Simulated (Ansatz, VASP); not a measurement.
**Ag: 3 runs at one level of theory**

The starting cell:

```
Ag
1.0
     0.00000    2.04275    2.04275
     2.04275    0.00000    2.04275
     2.04275    2.04275    0.00000
Ag
1
Direct
  0.00000 0.00000 0.00000
```

Alike in all runs: task relaxation of cell and atoms; functional PBE; dispersion D4; k mesh 11 × 11 × 11; occupations fermi-dirac, width 0.05 eV; no spin polarisation; no spin-orbit coupling.

```tsv
program and potentials	plane-wave cutoff (eV)	notes	equilibrium volume (Å³/atom)
Ansatz, Ansatz PAW	420	19 valence electrons an atom on average	16.96
VASP, PBE PAW files Ag, 600 eV	600	11 valence electrons an atom on average	16.93
Ansatz, all-electron LAPW, scalar-relativistic	-	-	16.96
```

The equilibrium volume spans 16.93 (VASP, PBE PAW files Ag, 600 eV) to 16.96 Å³/atom (Ansatz, Ansatz PAW), with all-electron results at 16.96. Relaxations stop with a little pressure left, so the last digit of a volume isn't settled.

The functional is the same throughout but for its coding, so the spread measures potentials, basis and numerics; runs on potential files found faulty are left out.
